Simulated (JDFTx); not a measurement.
The system is I.

```
I
1.0
     3.63503   -2.39502    0.00000
     3.63503    2.39502    0.00000
     0.00000    0.00000    9.79344
I
4
Direct
  0.64930 0.35070 0.38440
  0.14930 0.85070 0.11560
  0.35070 0.64930 0.61560
  0.85070 0.14930 0.88440
```

| Item | Value |
| --- | --- |
| Program | JDFTx 1.7.0 (patched build) |
| Task | relaxation of cell and atoms |
| Functional | PBEsol |
| Potentials or basis | PseudoDojo-SR-PBEsol-0.4.1-standard with smoothed tails |
| Cutoff | 952 eV |
| Density cutoff | 7619 eV |
| k mesh | 4 × 4 × 2 |
| Occupations | fermi-dirac, width 0.05 eV |
| Spin | no spin polarisation |

At the start: pressure 0.2 GPa; volume 42.63 Å³/atom.

Q: Where does the relaxation end?

A: Over 24 steps the energy falls by 50.6 meV/atom and the volume is 39.94 Å³/atom (-6.3 %); space group Cmce (No. 64, to 0.05 Å).

The path:
| step | energy change (eV) | largest force (eV/Å) | pressure (GPa) | volume (Å³) |
| --- | --- | --- | --- | --- |
| 1 | 0.0000 | 0.8174 | 0.18 | 170.52 |
| 2 | -0.0252 | 0.6671 | -0.09 | 170.56 |
| 3 | -0.0928 | 0.2068 | -0.86 | 169.58 |
| 4 | -0.1198 | 0.0803 | -0.87 | 167.75 |
| 5 | -0.1473 | 0.1146 | -0.38 | 164.33 |
| 6 | -0.1693 | 0.1169 | 0.28 | 159.03 |
| 7 | -0.1815 | 0.1014 | 0.15 | 157.24 |
| 8 | -0.1856 | 0.0478 | -0.10 | 158.52 |
| 9 | -0.1862 | 0.0286 | -0.04 | 159.02 |
| 10 | -0.1884 | 0.0087 | 0.02 | 158.73 |
| 11 | -0.1901 | 0.0053 | 0.01 | 158.58 |
| 12 | -0.1962 | 0.0070 | -0.02 | 158.78 |
| 13 | -0.2013 | 0.0012 | 0.06 | 158.75 |
| 14 | -0.2015 | 0.0166 | -0.05 | 159.24 |
| 15 | -0.2016 | 0.0065 | -0.06 | 159.52 |
| 16 | -0.2017 | 0.0116 | 0.01 | 159.46 |
| 17 | -0.2018 | 0.0090 | 0.03 | 159.28 |
| 18 | -0.2020 | 0.0047 | 0.00 | 159.32 |
| 19 | -0.2020 | 0.0023 | 0.00 | 159.37 |
| 20 | -0.2021 | 0.0004 | 0.01 | 159.43 |
| 21 | -0.2021 | 0.0005 | 0.01 | 159.45 |
| 22 | -0.2022 | 0.0019 | 0.00 | 159.72 |
| 23 | -0.2022 | 0.0031 | 0.02 | 159.74 |
| 24 | -0.2022 | 0.0002 | 0.01 | 159.74 |

Final structure:
```cif
data_structure
_symmetry_space_group_name_H-M 'P 1'
_symmetry_Int_Tables_number 1
_cell_length_a 4.3523
_cell_length_b 4.3523
_cell_length_c 9.7707
_cell_angle_alpha 90.000
_cell_angle_beta 90.000
_cell_angle_gamma 59.667
_cell_volume 159.74
loop_
_atom_site_label
_atom_site_type_symbol
_atom_site_fract_x
_atom_site_fract_y
_atom_site_fract_z
_atom_site_occupancy
I1 I 0.66810 0.33190 0.37697 1
I2 I 0.16810 0.83190 0.12303 1
I3 I 0.33190 0.66810 0.62303 1
I4 I 0.83190 0.16810 0.87697 1
```

Caveat: the k mesh is coarse; the plane waves are those of the starting cell, so after so large a change of volume the result is rough.
